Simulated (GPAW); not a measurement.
Runs of GPAW 26.7.0 on Al2Au. Symmetry: Fm-3m, No. 225, cubic system. Conventional cell: a = 6.000 Å, b = 6.000 Å, c = 6.000 Å, α = 90.00°, β = 90.00°, γ = 90.00°. Au (site symmetry m-3m) is surrounded by 8 Al at 2.60 Å. Al (site symmetry -43m) is surrounded by 4 Au at 2.60 Å. 

| task | level | potentials or basis | cell | band path | band points | gap on the mesh (eV) | pressure (GPa) | V0 of scaled cells (Å³/atom) | B0 (GPa) |
| --- | --- | --- | --- | --- | --- | --- | --- | --- | --- |
| equation of state | PBEsol | PAW data sets generated in the run's folder for this functional, pw | as given | - | - | - | - | (b) | 114 |
| equation of state | LDA | the program's PAW data sets (release 1.2.1) made for this functional, pw | as given | - | - | - | - | 17.65 | (a) |
| single point | PBEsol | PAW data sets generated in the run's folder for this functional, pw | as given | - | - | none | 0.5 | - | - |
| band structure | LDA | the program's PAW data sets (release 1.2.1) made for this functional, pw | as given | GXWKGLUWLK,UX | 80 | - | -2.3 | - | - |
| single point | PBEsol | PAW data sets generated in the run's folder for this functional, pw | atoms moved at random, drawn with an rms of 0.05 Å | - | - | none | 0.6 | - | - |
| band structure | PBEsol | PAW data sets generated in the run's folder for this functional, pw | as given | GXWKGLUWLK,UX | 80 | - | 0.5 | - | - |

Alike in all rows: no spin polarisation; k mesh 8 × 8 × 8; cutoff (eV) 600; smearing fermi-dirac 0.05 eV.

**Question.** Fill in the values left out.

**Answer.** (a) 121; (b) 18.08.

Caveats: with this Au data set, volumes or pressures lay over 1.5 % or 2 GPa off other programs in two to four cells of ten; spin-orbit coupling is left out, which moves the levels of the heavy elements (some runs).

A k mesh can miss the band edges, and the runs leave out spin-orbit coupling on Au.

A gap of «none» marks a metal or a gap under the smearing width.
